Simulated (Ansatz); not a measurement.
Infrared modes and screening in AgCl (NiAs type)

Perturbation theory with PBEsol in the plane-wave code Ansatz on the PBEsol cell, ground state and force constants on a 6×6×4 mesh. Spin-unpolarised throughout. Whether this structure exists isn't addressed.

It is hexagonal, P6_3/mmc (No. 194); a = 3.998 Å, c = 5.911 Å in the conventional setting, 20.45 Å³ an atom. Ag is surrounded by 6 Cl at 2.74 Å; Cl is surrounded by 6 Ag at 2.74 Å.

```cif
data_structure
_symmetry_space_group_name_H-M 'P6_3/mmc'
_symmetry_Int_Tables_number 194
_cell_length_a 3.9976
_cell_length_b 3.9976
_cell_length_c 5.9113
_cell_angle_alpha 90.000
_cell_angle_beta 90.000
_cell_angle_gamma 120.000
_cell_volume 81.81
loop_
_atom_site_label
_atom_site_type_symbol
_atom_site_symmetry_multiplicity
_atom_site_Wyckoff_symbol
_atom_site_fract_x
_atom_site_fract_y
_atom_site_fract_z
_atom_site_occupancy
Ag1 Ag 2 a 0.00000 0.00000 0.00000 1
Cl1 Cl 2 c 0.33333 0.66667 0.25000 1
```

Optical modes without the longitudinal term:
```csv
ω (cm⁻¹),degeneracy,"IR intensity, summed over the level ((D/Å)²/amu)"
51,2,0.00
70,1,2.98
91,2,0.00
112,1,0.00
122,2,7.32
190,1,0.00
```

All optical modes at Γ are real, from 51 to 190 cm⁻¹ without the longitudinal term; this says nothing of other wave vectors. The long-range field leaves the highest mode where it is. By the program's warning the force constants, and with them frequencies and ε⁰, aren't converged on this mesh. Of the real levels 2 are infrared active, the strongest at 122 cm⁻¹.

The clamped-ion dielectric constant comes out as 5.47 along x and y, 5.40 along z. With the ions relaxed, ε⁰ is 11.9 along x and y, 21.0 along z. Born charges, averaged over directions: Ag +1.41, Cl -1.41 e.

For comparison, on the r2SCAN cell the mean ε∞ is 4.45 with r2SCAN (ground state on 6×6×4; least gap 1.48 eV), 5.02 with PBE (ground state on 6×6×4; least gap 0.91 eV).

The runs are scalar-relativistic, without spin-orbit coupling.
